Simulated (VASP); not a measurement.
Set up this calculation in VASP 6.6.1, as the native input.

```
Task                   : single point
Functional             : PBE
Potentials or basis    : VASP PAW PBE potentials, release 64 (Si)
Cutoff                 : 520 eV
k mesh                 : 8 × 8 × 8
Occupations            : fermi-dirac, width 0.05 eV
Spin                   : no spin polarisation
Dipole correction      : no
Further INCAR settings : ALGO = Fast; EDIFF = 1e-06; NBANDS = 11
```

The structure of Si lies in POSCAR:

```
Si
1.0
    0.0000000000      2.7135600000      2.7135600000
    2.7135600000      0.0000000000      2.7135600000
    2.7135600000      2.7135600000      0.0000000000
Si
2
Direct
    0.7500000000      0.7500000000      0.7500000000
    0.5000000000      0.5000000000      0.5000000000
```

One way to write it, as run:

INCAR

```
PREC     = Accurate       # precision mode
ENCUT    = 520            # plane-wave cutoff, eV
EDIFF    = 1E-6           # SCF threshold, eV
ISMEAR   = -1             # smearing method
SIGMA    = 0.05           # smearing width, eV
LREAL    = F              # projectors in reciprocal space
LASPH    = T              # aspherical terms in the spheres
NELM     = 100            # most SCF steps
ALGO     = Fast           # electronic algorithm
ISIF     = 2              # what is computed and relaxed
LWAVE    = F              # write WAVECAR
LCHARG   = F              # write CHGCAR
GGA      = PE             # functional
NBANDS   = 11             # bands
```

KPOINTS

```
Automatic mesh
0
Gamma
  8 8 8
```

Potentials or basis: VASP PAW PBE potentials, release 64 (Si).

Launch:

```console
$ cat potpaw_PBE.64/Si/POTCAR > POTCAR
$ mpirun -np 1 vasp_std > vasp.out
```

Results of the run:

* Pressure: 2.1 GPa
* Band gap on the k mesh: 0.61 eV, indirect (least direct gap 2.57 eV)

Wall time 20 s on 1 thread of Intel(R) Xeon(R) Platinum 8259CL CPU @ 2.50GHz (Skylake/Cascade Lake), on a shared host, peak memory 0.15 GiB.
